Question: Why does my pressure coefficient for the CdSe gap break down when the crystal is stretched?

I have r2SCAN band gaps of zincblende CdSe at seven volumes, all with the same crystal symmetry.

Ansatz 0.2.0, r2SCAN with plane waves and PAW potentials, for zincblende CdSe under uniform strain; cutoff 500 eV, 8×8×8 k mesh, fixed occupations, no spin polarisation or spin-orbit coupling. The shortest distance is Cd–Se, and the band gap is the least found over the mesh, the named k points and the paths between them.

```
volume (Å³/atom)  shortest distance (Å)  band gap (eV)  least direct gap (eV)
          27.819                  2.624          1.120                  1.120
          27.862                  2.625          1.116                  1.116
          28.210                  2.636          1.089                  1.089
          28.441                  2.643          1.071                  1.071
          28.449                  2.644          1.070                  1.070
          28.872                  2.657          1.037                  1.037
          32.495                  2.764          0.770                  0.770
```

The same runs give the pressure of each cell. It goes from about 2 GPa in the tightest cell, through almost zero at 28.872 Å³/atom, to −4.7 GPa in the largest, where the minus sign means that the crystal is being pulled outwards. I drew a straight line of gap against pressure through the six smaller cells, and it passes within 1.5 meV of each of them. For the largest cell the same line gives 0.855 eV, while the calculation gives 0.770 eV. Do the bands of stretched CdSe behave differently, or is the straight line to blame? And could I have seen the trouble coming from the six good points?

Answer:

The straight line is to blame, and the part of it that breaks is mechanical, not electronic. Two rules of thumb are worth remembering for this crystal. One per cent more volume closes the gap by about 22 meV, and near zero pressure one GPa changes the volume by about two per cent, hence the gap by about 40 meV. The first rule holds over your whole table; the second fails because a stretched crystal gives way more easily.

To see the two parts separately, write E for the band gap, V for the volume and P for the pressure. The gap responds to pressure only because pressure changes the volume, so the pressure coefficient is a product of two responses:

dE/dP = (dE/d ln V) · (d ln V/dP) = −a/B

Here a = dE/d ln V is the response of the gap to a relative change of volume, known as the volume deformation potential. B = −dP/d ln V is the bulk modulus, the resistance of the crystal to such a change. A straight line in pressure assumes that the ratio of the two stays fixed.

Your data show which of them moves. Take the nearly stress-free cell as the dividing point and compare the average slopes on its two sides. The pressure coefficient rises from 40 meV/GPa on the compressed side to 58 meV/GPa on the stretched side. Over the same two intervals the mean bulk modulus falls from 56 to 39 GPa, which accounts for nearly all of that rise.

The electronic part hardly changes: a is −2.23 eV on the compressed side and −2.26 eV on the stretched side. A line of gap against ln V, drawn through the same six cells, therefore also works for the largest one, which it misses by only 4 meV. If the bands had begun to behave differently on stretching, for instance through a new lowest conduction state, this line would have failed as well. Instead the gap stays direct in every cell, as the two equal gap columns show.

The closing of the gap has a chemical explanation, which these gaps agree with but do not test by themselves. The bottom of the conduction band is an antibonding mixture of Cd s and Se s orbitals, pushed up by their overlap. The top of the valence band is mostly Se p, held down by bonding with Cd. Longer bonds weaken both effects, so the antibonding level comes down relative to the bonding one and the gap narrows. The filled Cd d shell works partly against this: it pushes the valence top up, and this push also weakens as the bonds lengthen.

The softening comes from the shape of the binding curve. When atoms are pushed together, the repulsion between their electron shells rises steeply, so a compressed crystal is stiff. When they are pulled apart, the energy curve flattens towards separated atoms, and each further bit of tension produces more expansion than the last. The bulk modulus measures the curvature of this energy curve, so it must fall as the crystal is stretched.

A simple law for this softening lets the bulk modulus change in proportion to pressure, B = B₀ + B′P, where B₀ is its value at zero pressure and B′ is a pure number. Integrating the definition of B then gives the volume relative to V₀, the volume at zero pressure, and a constant a turns the volume into a gap:

ln(V/V₀) = −(1/B′) · ln(1 + B′P/B₀)
E = E₀ + a · ln(V/V₀)

The six smaller cells give B₀ = 51.6 GPa, B′ = 4.5, a = −2.22 eV and a zero-pressure gap E₀ of 1.04 eV. B₀ and B′ can partly stand in for each other in such a fit, so take them as a description of this curve and not as precise elastic constants.

The largest cell, which took no part in these fits, is the real test. At −4.68 GPa the estimate runs as follows:

B′P/B₀ = 4.5 × (−4.68)/51.6 = −0.41
ln(V/V₀) = −ln(0.59)/4.5 = 0.117
E = 1.04 − 2.22 × 0.117 = 0.78 eV

The calculated gap is 0.770 eV, so the estimate is about 10 meV too high, where your straight line was 85 meV too high. Allowing for softening removes most of the error without any change in the electronic part. This success at large stretching rests on a single cell, however, and does not promise the same accuracy further out. The output below sets both straight lines beside each other for every cell.

A better slope would not have rescued the line. If you start from the stress-free cell and use the slope that belongs exactly to zero pressure, you still end up 67 meV too high at the largest cell. The true curve bends downwards under tension, and no single tangent can follow it. The bend is not a quirk of the calculated stresses either: the total energies of the stress-free and the largest cell give a mean pressure of −2.64 GPa between them, and the softening law gives −2.66 GPa.

Could you have seen it coming? The size of the misfit was hardly a warning, though its pattern gives a faint one: the line lies slightly too high at both ends of the narrow range and slightly too low in between. Over a range of 2 GPa the bulk modulus changes by only about 9 GPa, and a straight line with an average slope hides so weak a bend almost completely. A good fit inside a narrow range tells you that the curve is smooth there, not that it is straight further out.

The useful warning is the size of B′P/B₀, which is the relative change of the bulk modulus between zero pressure and the pressure P. Here it amounts to roughly 9 % per GPa. At 1 GPa you can ignore it for most purposes, but at −4.7 GPa it has reached about 40 %, and a constant coefficient has lost its basis. You can make this check before calculating any stretched cell, because B₀ and B′ follow from the pressures and volumes of the six you already had.

For practical work this means using the volume, not the pressure, as the link between structure and gap. If you know the lattice size of a uniformly strained crystal, multiply the change of ln V by a. If you know only the pressure, convert it to a volume first, with a bulk modulus that is allowed to change. For a related compound, ask the same two questions separately: how strongly do its band edges respond to bond length, and how easily do its bonds stretch?

There is a second failure that no curve through these points can reveal, because it concerns the level of the gap and not the bend in the trend. At the stress-free volume r2SCAN gives 1.04 eV, while the measured gap of CdSe is roughly 1.7 eV, a recalled round value. Squeezing the crystal does not repair this: going from the stress-free cell to the tightest one raises the gap by only 0.08 eV. Spin-orbit coupling, which is left out here, would raise the top of the valence band and make the calculated gap smaller still.

The cause lies in the functional. r2SCAN describes exchange and correlation from the density, its gradient and the kinetic-energy density at each point, and so treats the cost of adding an electron to the empty band, compared with removing one from the filled band, only incompletely. The result here is a gap that is too small. Take the absolute gap from a measurement or from a method made for gaps. The change of the gap with volume is usually described better than its level, but it comes from the same functional, and nothing in this table tests it against experiment.

The analysis program printed:

```
fit of band_gap on 6 rows (vol < 30): constant 1.04 +/- 0.00085, coefficient of press 0.03954 +/- 0.00064; rms 0.000932, worst 28.872 0.00139, leave-one-out rms 0.0017
  rows outside the fit (model, value, miss): 32.495 0.8552, 0.77, 0.0852
fit of band_gap on 6 rows (vol < 30): constant 1.037 +/- 0.00024, coefficient of lnv -2.224 +/- 0.0099; rms 0.000255, worst 27.862 0.000409, leave-one-out rms 0.000422
  rows outside the fit (model, value, miss): 32.495 0.7743, 0.77, 0.00434
fit of press on 6 rows (vol < 30): constant -11.46 +/- 0.0062, coefficient of (vE/vol)**s 11.41 +/- 0.0056, s 4.5; rms 0.000618, worst 28.449 0.000827, leave-one-out rms 0.00218
  rows outside the fit (model, value, miss): 32.495 -4.758, -4.682, -0.0754
Pressure and the two straight lines:
     row  pressure_GPa  gap_from_pressure_line_eV  gap_from_lnV_line_eV
  27.819         2.024                       1.12                  1.12
  27.862         1.932                      1.117                 1.116
   28.21         1.204                      1.088                 1.089
  28.441        0.7481                       1.07                 1.071
  28.449        0.7315                      1.069                  1.07
  28.872      -0.05098                      1.038                 1.037
  32.495        -4.682                     0.8552                0.7743
Gap change per pressure, compressed side (meV/GPa): 40
Gap change per pressure, stretched side (meV/GPa): 57.65
Ratio of these, stretched to compressed: 1.441
Gap change per ln V, compressed side (eV): -2.234
Gap change per ln V, stretched side (eV): -2.259
Mean bulk modulus, compressed side (GPa): 55.85
Mean bulk modulus, stretched side (GPa): 39.18
Ratio of bulk moduli, compressed to stretched: 1.426
Bulk modulus at zero pressure from the elastic fit (GPa): 51.57
Stretched gap from constant gap change per ln V plus softening (eV): 0.7799
Its miss, prediction less computed (meV): 9.875
Miss of the zero-pressure tangent at the stretched row (meV): 67.29
Mean pressure between stress-free and stretched rows from energies (GPa): -2.636
The same mean pressure from the elastic fit (GPa): -2.658
Rough recalled measured gap 1.7 eV less computed stress-free gap (eV): 0.663
```
